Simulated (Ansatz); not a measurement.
# Si under changes of volume

One of the cells (20.126 Å³/atom); the others are scaled copies at fixed shape and fractional positions:

```
CELL_PARAMETERS angstrom
3.83132 0.00000 0.00000
-1.91566 3.31802 0.00000
0.00000 0.00000 6.33262
ATOMIC_POSITIONS crystal
Si 0.66667 0.33333 0.93699
Si 0.33333 0.66667 0.43699
Si 0.66667 0.33333 0.56301
Si 0.33333 0.66667 0.06301
```

This isn't the form of Si at room conditions, which is diamond.

| Quantity | Value |
| --- | --- |
| Program | Ansatz 0.2.0 |
| Functional | PBEsol |
| Potentials or basis | all-electron LAPW, scalar-relativistic |
| Cutoff | 197 eV (chosen from the basis error) |
| Basis error allowed | 0.002 eV/atom |
| k mesh | 8 × 8 × 4 |
| Occupations | fermi-dirac, width 0.05 eV |
| Spin | no spin polarisation |

```tsv
volume (Å³/atom)	energy over the lowest point (meV/atom)	pressure (GPa)	gap on the mesh (eV)	largest force (eV/Å)
18.918	19.43	6.0	0.17	0.018
19.321	7.45	3.6	0.22	0.008
19.723	1.17	1.5	0.26	0.001
20.126	0.00	-0.5	0.31	0.010
20.528	3.44	-2.2	0.35	0.017
20.931	11.03	-3.8	0.39	0.024
21.333	?	?	?	?
```

Problem. What does the run at 21.333 Å³/atom give?

Solution. Energy over the lowest point 22.34 meV/atom; pressure -5.2 GPa; gap on the mesh 0.42 eV; largest force 0.031 eV/Å.

Worked out: A Birch-Murnaghan fit of order 3 (a polynomial in V^(-2/3)) to the other rows has its minimum at 20.02 Å³/atom with B0 = V·E''(V) = 94 GPa and B' = 4.2 at fixed shape and positions, which overstates the stiffness. It gives 22.34 meV/atom at 21.333 Å³/atom, against the run's 22.34, and -dE/dV = -5.2 GPa, against -5.2. A straight line through the other rows of the gap, of slope 2.18 eV per unit of ln V, extrapolates to 0.43 eV, against the run's 0.42.

Energies are extrapolated to zero smearing.

A mesh can miss the band edges.
